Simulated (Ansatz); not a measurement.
# From the elastic tensor of BN at 7 GPa (stress–strain coefficients) to moduli and sound speeds

Theory: DFT PBEsol, scalar-relativistic, plane waves, PAW (Ansatz). Cutoff 420 eV, 12×12×6 k-points (Γ-centred), fixed occupations. No spin polarisation.

Symmetry: P6_3mc, No. 186, hexagonal system. Conventional cell: a = 2.526 Å, b = 2.526 Å, c = 4.179 Å, α = 90.00°, β = 90.00°, γ = 120.00°. B (site symmetry 3m) has 4 N at 1.55 to 1.56 Å as nearest neighbours. Around N (site symmetry 3m) lie 4 B at 1.55 to 1.56 Å.

Relaxed-ion constants (GPa, on the Cartesian axes of the calculation):
C11 = 991.9, C12 = 158.3, C13 = 73.3, C22 = 991.9, C23 = 73.3, C33 = 1102.6, C44 = 340.5, C55 = 340.5, C66 = 416.8 GPa; the others vanish.

Density 3.569 g/cm³; 4 atoms in 23.09 Å³.

The values that follow are for a polycrystal of randomly turned grains, by Hill's mean where one number stands.

With S = C⁻¹: B_V = (C11+C22+C33+2(C12+C13+C23))/9, G_V = (C11+C22+C33−C12−C13−C23+3(C44+C55+C66))/15, 1/B_R = S11+S22+S33+2(S12+S13+S23), 15/G_R = 4(S11+S22+S33−S12−S13−S23)+3(S44+S55+S66); Hill is their mean. Then v_l = √((B+4G/3)/ρ), v_t = √(G/ρ), v_m = [(2/v_t³+1/v_l³)/3]^(−1/3) and Θ = (ħ/k_B)·v_m·(6π²n/V)^(1/3) for n atoms in the volume V; E = 9BG/(3B+G), ν = (3B−2G)/(2(3B+G)) and A^U = 5G_V/G_R + B_V/B_R − 6.

```json
{"Bulk modulus, Voigt / Reuss / Hill": "410.8 / 410.7 / 410.7 GPa", "Shear modulus, Voigt / Reuss / Hill": "405.0 / 395.8 / 400.4 GPa", "Young's modulus": "907 GPa", "Poisson ratio": "0.132", "Pugh ratio B/G": "1.03", "Universal anisotropy index": "0.12", "Longitudinal and transverse sound speeds": "16269 and 10592 m/s", "Debye temperature from the mean sound speed": "1927 K"}
```

This wurtzite form isn't the usual stable structure of the compound at low pressure.